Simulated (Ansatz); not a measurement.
ZnO built on the wurtzite prototype: a band-structure calculation in the plane-wave code Ansatz (PBE). The cell was relaxed beforehand with r2SCAN.

Input (YAML):
```yaml
crystal:
  lattice:
    - [3.2353408559, 0.0, 0.0]
    - [-1.6176704279, 2.8018873711, 0.0]
    - [0.0, 0.0, 5.2109518619]
  atoms:
    - { symbol: Zn, position: [0.3333333333, 0.6666666667, -0.0023477509] }
    - { symbol: Zn, position: [0.6666666667, 0.3333333333, 0.4976522491] }
    - { symbol: O, position: [0.3333333333, 0.6666666667, 0.3773477509] }
    - { symbol: O, position: [0.6666666667, 0.3333333333, 0.8773477509] }
kpoints:
  mp_grid: { grid: [12, 12, 6] }
  band_path:
    path:
      - [[0.0, 0.0, 0.0], [0.5, 2.902997784219e-17, -2.640356723e-18], [0.3333333333333, 0.3333333333333, -1.760237815333e-18], [0.0, 0.0, 0.0], [-8.347743217236e-35, 3.543156977535e-35, 0.5], [0.5, 2.928414245596e-17, 0.5], [0.3333333333333, 0.3333333333333, 0.5], [-8.347743217236e-35, 3.543156977535e-35, 0.5]]
      - [[0.5, 2.928414245596e-17, 0.5], [0.5, 2.902997784219e-17, -2.640356723e-18]]
      - [[0.3333333333333, 0.3333333333333, 0.5], [0.3333333333333, 0.3333333333333, -1.760237815333e-18]]
    npoints: 10
hamiltonian:
  xc: pbe
scf:
  occupations: { method: fermi_dirac, width: 0.02 }
  n_extra_bands: 5
output:
  forces: true
  stress: true
  eigenvalues: true
  write_density: true
  write_potential: true
  elf: true
  volumetric_format: npy
```

Run as `ansatz run input.yaml --threads 2 --pin off --max-ram 2211MiB --backend cpu --events-out ev --progress --plain --runs-dir out`. It took 13 s on 2 threads of Arm Neoverse N1, with other jobs on the host, load about 1.0 per core; peak host memory 0.38 GiB.

Task: What will the output look like, and what does it show?

Result: The log, with set-up remarks and timings taken out:
```
Functional definition: PBE
Crystal: 4 atoms, lattice volume = 47.238 Å³
Basis set: ecut = 420 eV, 941 PW (Γ)
Bands: 23, of which v1, the nominal top of the filled ones, is band 18 counted from 1 (17 counted from 0)
Symmetry: 12 space group operations
Space group: P63mc (ITA 186)
k-points: 76 of 864 (time reversal used)
preconditioner: auto → Resta (q_TF=auto, 2.608 Å⁻¹)  ε∞=6.8  [insulator: Δε(μ)=0.810 eV  σ=0.020 eV  ℏωp=32.4 eV]
SCF 1 converged in 6 iterations: F = -7773.655403 eV  dr2 = 7.57e-8
Free energy (F): -7773.655403 eV
Fermi energy:    7.757492 eV
--- Forces (eV/Å), atoms counted from 1 ---
  atom   1  Zn      0.00000      0.00000      0.00316
  atom   2  Zn      0.00000      0.00000      0.00316
  atom   3  O       0.00000      0.00000    -0.00320
  atom   4  O       0.00000      0.00000    -0.00320
--- Stress (GPa, compression-positive) ---
        6.021169       0.000000       0.000000
        0.000000       6.021169       0.000000
        0.000000       0.000000       6.163701
  P = ⅓ Tr σ = 6.0687 GPa (60.687 kbar)
--- Band table (eV; the first three rows and the last of 76) ---
  k-point 0: bands = […, 3.2920, 6.5430, 6.5430, 7.2502, 7.3430, 7.3430, 8.1512, 12.6092, 15.5770, 20.3008, …]
  k-point 1: bands = […, 3.6001, 6.5975, 6.5975, 6.6974, 7.2907, 7.2907, 8.7934, 12.3678, 15.7922, 20.3041, …]
  k-point 2: bands = […, 4.2874, 5.9037, 6.7462, 6.7462, 7.1465, 7.1465, 9.7990, 11.7232, 16.4196, 18.8732, …]
  k-point 75: bands = […, 3.6159, 3.6159, 4.6303, 4.6303, 6.0839, 6.0839, 15.3756, 15.3756, 15.3846, 15.3846, …]
```
Only the leading digits can be foreseen; the rest is this run's record.

The rows of the band table are 0: (0, 0, 0) = Γ, 1: (0, 0, 1/6), 2: (0, 0, 1/3), 75: (1/3, 1/3, -1/2) = H.

Levels along the path, in eV from the valence top (v1 is the last filled band, c1 the first empty one):
```tsv
point	distance (1/Å)	v3	v2	v1	c1	c2	c3
Γ	0.00	-0.09	0.00	0.00	0.81	5.27	8.23
·	0.56	-1.51	-0.52	-0.40	3.28	7.09	8.17
M	1.12	-2.29	-1.30	-0.85	5.82	6.89	7.61
·	1.44	-2.40	-1.55	-1.22	6.51	7.48	7.66
K	1.77	-1.93	-1.93	-1.75	7.69	7.75	7.75
·	2.42	-1.72	-0.66	-0.63	3.85	7.46	8.34
Γ	3.06	-0.09	0.00	0.00	0.81	5.27	8.23
·	3.36	-0.68	-0.11	-0.11	1.94	4.74	8.71
A	3.67	-0.40	-0.40	-0.40	3.48	3.48	10.11
·	4.23	-1.33	-0.94	-0.94	4.80	4.80	9.51
L	4.79	-1.52	-1.38	-1.38	5.74	5.74	8.48
·	5.11	-2.15	-1.29	-1.29	6.51	6.51	8.52
H	5.43	-2.71	-1.26	-1.26	8.03	8.03	8.04
·	6.08	-1.42	-1.21	-1.21	5.19	5.19	9.41
A	6.73	-0.40	-0.40	-0.40	3.48	3.48	10.11
L	6.73	-1.52	-1.38	-1.38	5.74	5.74	8.48
·	6.97	-1.95	-1.13	-1.12	5.49	6.38	8.13
·	7.27	-2.28	-1.29	-0.86	5.80	6.87	7.64
M	7.33	-2.29	-1.30	-0.85	5.82	6.89	7.61
H	7.33	-2.71	-1.26	-1.26	8.03	8.03	8.04
·	7.51	-2.28	-1.39	-1.39	7.91	7.93	7.93
·	7.81	-1.86	-1.86	-1.80	7.72	7.77	7.77
K	7.94	-1.93	-1.93	-1.75	7.69	7.75	7.75
```

Planar averages along the third cell vector, from rho_z.tsv and v_z.tsv (valence density with its augmentation; electrostatic potential energy of an electron, of which only differences have a meaning):
```
z (Å)  ρ (e/Å³)  v_es (eV)
 0.00     1.938      -0.66
 0.29     0.891       1.70
 0.43     0.461       3.37
 0.72     0.168       7.41
 0.87     0.133       9.24
 1.16     0.163      10.62
 1.30     0.229      10.17
 1.59     0.523       6.18
 1.74     0.722       3.54
 2.03     1.003      -1.36
 2.17     1.128      -2.50
 2.46     1.810      -2.00
 2.61     1.938      -0.66
 2.89     0.891       1.70
 3.04     0.461       3.37
 3.33     0.168       7.41
 3.47     0.133       9.24
 3.76     0.163      10.62
 3.91     0.229      10.17
 4.20     0.523       6.18
 4.34     0.722       3.54
 4.63     1.003      -1.36
 4.78     1.128      -2.50
 5.07     1.810      -2.00
```

PBE gives a direct gap of 0.81 eV at Γ. The mean pressure is +6.07 GPa (compression positive), so PBE would enlarge the cell's volume.

(Simulation; spin polarisation is off.)
